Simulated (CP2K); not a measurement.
Ge in CP2K: convergence with k mesh

The system is Ge.

```
CELL_PARAMETERS angstrom
2.92831 0.00000 0.00000
-0.61578 2.89138 0.00000
-1.15132 -1.48664 2.28937
ATOMIC_POSITIONS crystal
Ge 0.50187 0.50646 0.00616
```

The cell isn't the ideal one: cell strained at random at fixed volume.

| Item | Value |
| --- | --- |
| Program | CP2K 2026.2 |
| Task | single point |
| Functional | LDA |
| Potentials or basis | GTH_POTENTIALS Ge GTH-PADE-q4; DZVP-MOLOPT-PBE-GTH basis |
| Density cutoff | 6123 eV |
| k mesh | 3 × 3 × 3 |
| Occupations | fermi-dirac, width 0.1 eV |
| Spin | no spin polarisation |

These are the settings of the first run; the series varies k mesh, with any setting tied to it.

Hardware: 1 thread of Arm Neoverse V2, on a shared host.

```
      k mesh  energy less the tightest run, at zero smearing (meV/atom)  pressure (GPa)  SCF cycles  CPU time (s)  peak memory (GiB)
   3 × 3 × 3                                                      29.98           -9.08          11           4.5               0.18
   4 × 4 × 4                                                     158.38           -4.51           9           4.3               0.19
   5 × 5 × 5                                                      77.61           -2.70           9           4.7               0.19
   6 × 6 × 7                                                      31.26           -2.73           9           5.8               0.19
   7 × 8 × 8                                                     -10.58           -4.09           9           7.7               0.19
  9 × 9 × 10                                                      -8.06           -4.21           9            11               0.19
11 × 11 × 11                                                      12.01           -4.00           9            15                0.2
13 × 13 × 14                                                       0.00           -3.83           9            25                0.2
```

Not settled before the last step: the energy (to 1 meV/atom), the pressure (to 0.1 GPa). Meshes of other sizes hit other points, so gaps and Fermi surfaces needn't settle smoothly. The tightest run that finished is the yardstick and may itself not be fully converged.

Caveat, for the tightest run too: the basis of atomic orbitals isn't converged, which shifts pressures, moduli and gaps.
